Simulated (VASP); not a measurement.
**BeTe in VASP: one cell, several levels of theory**

What does VASP give for zincblende BeTe, the cell held fixed? Runs: PBE, r2SCAN. The results are then set beside those of Ansatz 0.2.0 for the same cell.

Program: VASP 6.6.1. PAW datasets, plane waves. No spin polarisation and no zero-point or thermal motion.

**1. The system as given**

The cell comes from an earlier relaxation with r2SCAN in another program.

It is cubic, F-43m (No. 216); a = 5.657 Å in the conventional setting, 22.63 Å³ an atom. Around Be lie 4 Te at 2.45 Å; around Te lie 4 Be at 2.45 Å.

Coordinates:

```xyz
2
Lattice="0.0000 2.8286 2.8286 2.8286 0.0000 2.8286 2.8286 2.8286 0.0000" Properties=species:S:1:pos:R:3 pbc="T T T"
Be    0.0000    0.0000    0.0000
Te    1.4143    1.4143    1.4143
```

**2. PBE**

Contents of INCAR:

```
ENCUT = 520.000000
SIGMA = 0.020000
EDIFF = 1.00e-07
GGA = PE
PREC = Accurate
IBRION = -1
ISIF = 2
ISMEAR = -1
NBANDS = 11
NELM = 120
NSW = 0
LASPH = .TRUE.
LCHARG = .FALSE.
LWAVE = .FALSE.
LREAL = .FALSE.
```

Contents of KPOINTS:

```
KPOINTS created by Atomic Simulation Environment
0
Gamma
8 8 8
0 0 0
```

Contents of KPOINTS_OPT:

```
special points
7
Reciprocal
0.0000000000 0.0000000000 0.0000000000 1
-0.5000000000 -0.5000000000 0.0000000000 1
-0.3750000000 -0.3750000000 0.2500000000 1
-0.3750000000 0.0000000000 0.3750000000 1
0.0000000000 0.0000000000 0.5000000000 1
-0.5000000000 -0.2500000000 0.2500000000 1
0.0000000000 0.5000000000 0.5000000000 1
```

Contents of POSCAR:

```
Be Te
 1.0000000000000000
     0.0000000000000000    2.8286236254544539    2.8286236254544539
     2.8286236254544539    0.0000000000000000    2.8286236254544539
     2.8286236254544539    2.8286236254544539    0.0000000000000000
 Be  Te
   1   1
Cartesian
  0.0000000000000000  0.0000000000000000 -0.0000000000000000
  1.4143118127272269  1.4143118127272269  1.4143118127272269
```

Potentials: the recommended PBE PAW datasets, 8 valence electrons in the neutral cell.

Started as:

```bash
$ mpirun -np 1 vasp_std
```

**3. Single point with r2SCAN**

Contents of INCAR:

```
ENCUT = 520.000000
SIGMA = 0.010000
EDIFF = 1.00e-07
ALGO = Normal
METAGGA = R2SCAN
PREC = Accurate
IBRION = -1
ISIF = 2
ISMEAR = 0
NBANDS = 11
NELM = 120
NSW = 0
LASPH = .TRUE.
LCHARG = .FALSE.
LWAVE = .FALSE.
LREAL = .FALSE.
```

KPOINTS is that of step 2.

KPOINTS_OPT is that of step 2.

POSCAR is that of step 2.

Before running it: what results should come out? Wanted: for each run, gap; pressure; Ansatz: gap; Ansatz: pressure.

**Answer**, as computed:

| level | gap (eV) | pressure (GPa) | Ansatz: gap (eV) | Ansatz: pressure (GPa) |
| --- | --- | --- | --- | --- |
| PBE | 2.01 | 0.34 | 2.02 | 0.20 |
| r2SCAN | 2.37 | 0.17 | 2.38 | 0.00 |

**Reading.** The gap spans 2.01 eV (PBE) to 2.37 eV (r2SCAN). Spin-orbit coupling is left out, though the cell holds Te (Z = 52); in an element this heavy it can shift bands and gaps by tenths of an eV. The two programs agree on the gap within 0.02 eV, far less than the spread between functionals. Each program uses its own PAW datasets and cutoff. VASP's cell holds 8 valence electrons and Ansatz's 18.
